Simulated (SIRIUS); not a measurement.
**RbCl under changes of volume**

One of the cells (35.094 Å³/atom); the others are scaled copies at fixed shape and fractional positions:

```
Rb Cl
1.0
     0.00000    3.27400    3.27400
     3.27400    0.00000    3.27400
     3.27400    3.27400    0.00000
Rb Cl
1 1
Direct
  0.00000 0.00000 0.00000
  0.50000 0.50000 0.50000
```

- Program: SIRIUS 7.12.0
- Functional: LDA
- Potentials or basis: all-electron FP-LAPW
- Cutoff: 158 eV
- Basis: apw+lo standard
- k mesh: 7 × 7 × 7
- Occupations: fermi-dirac, width 0.05 eV
- Spin: no spin polarisation

```tsv
volume (Å³/atom)	energy over the lowest point (meV/atom)	gap on the mesh (eV)
32.989	0.00	4.79
33.690	2.50	4.72
34.392	6.62	4.66
35.094	12.20	4.60
35.796	18.97	4.54
36.498	26.72	4.48
37.200	?	?
```

Task: What does the run at 37.200 Å³/atom give?

Result: Energy over the lowest point 35.55 meV/atom; gap on the mesh 4.43 eV.

Worked out: A Birch-Murnaghan fit of order 3 (a polynomial in V^(-2/3)) to the other rows has its minimum at 32.46 Å³/atom, just outside them, with B0 = V·E''(V) = 23 GPa and B' = 6.3. It gives 35.32 meV/atom at 37.200 Å³/atom, against the run's 35.55. A straight line through the other rows of the gap, of slope -3.04 eV per unit of ln V (its deformation potential), extrapolates to 4.42 eV, against the run's 4.43.

Energies are extrapolated to zero smearing.

Caveats: an odd mesh through Γ misses points on the zone boundary, where band edges often lie (some runs). Spin-orbit coupling on Rb is left out.
